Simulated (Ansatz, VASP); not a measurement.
## Al2BH: VASP beside Ansatz

```
Al B H
1.0
     4.23498    0.00000    0.00000
    -2.11749    3.66760    0.00000
     0.00000    0.00000    3.13007
Al B H
2 1 1
Direct
  0.33333 0.66667 0.59679
  0.66667 0.33333 0.40321
  0.00000 0.00000 0.00000
  0.00000 0.00000 0.50000
```

Alike in both runs: task single point; functional PBE; k mesh 6 × 6 × 6; occupations gaussian, width 0.1 eV; no spin polarisation.

|  | VASP | Ansatz |
| --- | --- | --- |
| version | VASP 6.6.1 | Ansatz 0.2.0 |
| potentials or method | VASP PAW PBE potentials, release 64 (Al, B, H) | scalar-relativistic, plane waves, PAW |
| plane-wave cutoff (eV) | 520 | 420 |
| valence electrons in the cell | 10 | 10 |

```csv
,VASP,Ansatz,Ansatz less VASP
gap on the k mesh at the Fermi level (eV),none,none,-
pressure (GPa),-2.3,-2.2,+0.07
largest component of the traceless stress (GPa),8.45,8.46,+0.012
rms of the force components (eV/Å),0.547,0.548,+0.0011
```

Atom by atom the forces differ by 0.001 eV/Å (rms over components). A gap of «none» marks a metal or a gap that the smearing closes. The functional is the same, so the differences come from potentials, cutoffs and numerics.

Caveats: forces of over 1 eV/Å show positions far from the minimum, so gaps and moduli don't describe the material at rest.
